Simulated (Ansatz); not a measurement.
Method: DFT PBE, scalar-relativistic, plane waves, PAW (Ansatz 0.2.0). All cells share a 420 eV cutoff and Γ-centred k meshes spaced at most about 0.3 Å⁻¹ (about 0.25 or finer for metals, 2π included). No spin polarisation in the final relaxations.

All energies are static (0 K, no zero-point motion). All come from trial cells, and lower structures may exist.

Question: Order these relaxed structures of Ca by energy, lowest first, with the energy over the lowest of them.
A.

```
CELL_PARAMETERS angstrom
-3.61041 3.61041 5.07792
3.61041 -3.61041 5.07792
3.61041 3.61041 -5.07792
ATOMIC_POSITIONS crystal
Ca 0.00000 0.00000 0.00000
Ca 0.75000 0.25000 0.50000
Ca 0.37500 0.62500 0.75000
Ca 0.37500 0.12500 0.75000
Ca 0.37500 0.62500 0.25000
Ca 0.87500 0.62500 0.25000
```

B.

```
CELL_PARAMETERS angstrom
12.20391 0.00000 0.00000
-6.10196 10.56890 0.00000
0.00000 0.00000 3.81220
ATOMIC_POSITIONS crystal
Ca 0.82259 0.17741 0.50000
Ca 0.82259 0.64519 0.50000
Ca 0.35481 0.17741 0.50000
Ca 0.17741 0.82259 0.50000
Ca 0.17741 0.35481 0.50000
Ca 0.64519 0.82259 0.50000
Ca 0.33333 0.66667 0.00000
Ca 0.66667 0.33333 0.00000
```

C.

```
CELL_PARAMETERS angstrom
6.96200 0.00000 0.00000
0.00000 6.96200 0.00000
0.00000 0.00000 6.96200
ATOMIC_POSITIONS crystal
Ca 0.50000 0.50000 0.00000
Ca 0.00000 0.50000 0.50000
Ca 0.50000 0.00000 0.50000
Ca 0.50000 0.50000 0.50000
Ca 0.50000 0.00000 0.00000
Ca 0.00000 0.50000 0.00000
Ca 0.00000 0.00000 0.50000
```

Answer: A (0 meV/atom), C (407 meV/atom), B (536 meV/atom). Forms: A I4_1/amd; C Pm-3m; B P6/mmm. Counting all near atoms (those within 1.25 times the shortest distance at each site; a plus sign parts nearer from farther groups; a slash parts the counts of unlike sites): A has Ca 6+6/16; C has Ca 4/6; B has Ca 6/8.

Cells relaxed within their symmetry can be saddle points. The part of the Crystallography Open Database at hand lists Ca in space groups No. 194, 221, 225, 229; sharing a group (Pm-3m) doesn't make a cell the listed structure. Some candidate types were left out of the draw beforehand, so a known form may be missing.
